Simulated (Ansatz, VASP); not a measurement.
## HfB2 in VASP and in Ansatz

```
Hf B
1.0
     3.14000    0.00000    0.00000
    -1.57000    2.71932    0.00000
     0.00000    0.00000    3.48000
Hf B
1 2
Direct
  0.00000 0.00000 0.00000
  0.66667 0.33333 0.50000
  0.33333 0.66667 0.50000
```

Alike in both runs: functional PBEsol; k mesh 10 × 10 × 8; occupations fermi-dirac, width 0.05 eV; no spin polarisation; Hubbard terms Hf d U = 4.0 eV.

```csv
,VASP,Ansatz
version,VASP 6.6.1,Ansatz 0.2.0
potentials or method,"VASP PAW PBE potentials, release 64 (Hf_pv, B)",Ansatz PAW
plane-wave cutoff (eV),520,420
valence electrons in the cell,16,32
task,single point,projected density of states
```

|  | VASP | Ansatz | Ansatz less VASP |
| --- | --- | --- | --- |
| gap on the k mesh at the Fermi level (eV) | none | none | - |
| pressure (GPa) | 7.3 | -0.3 | -7.58 |
| largest component of the traceless stress (GPa) | 2.17 | 1.83 | -0.334 |

The programs project onto different local orbitals, so the same U acts differently. A gap of «none» marks a metal or a gap that the smearing closes. The two sets of potentials don't hold the same shells in valence.

Caveats: U without spin polarisation on a metal has little footing; the U is typed as a test and isn't derived for this compound; the PAW data sets were made with another functional, which shifts forces and pressure a little (VASP); the PAW data sets come from PBE, with cores solved anew for the run's functional, which leaves a small shift of forces and pressure (Ansatz); the density of states is complete only up to the lowest level of the last band computed (Ansatz). Spin-orbit coupling is left out, which matters for the levels of Hf.
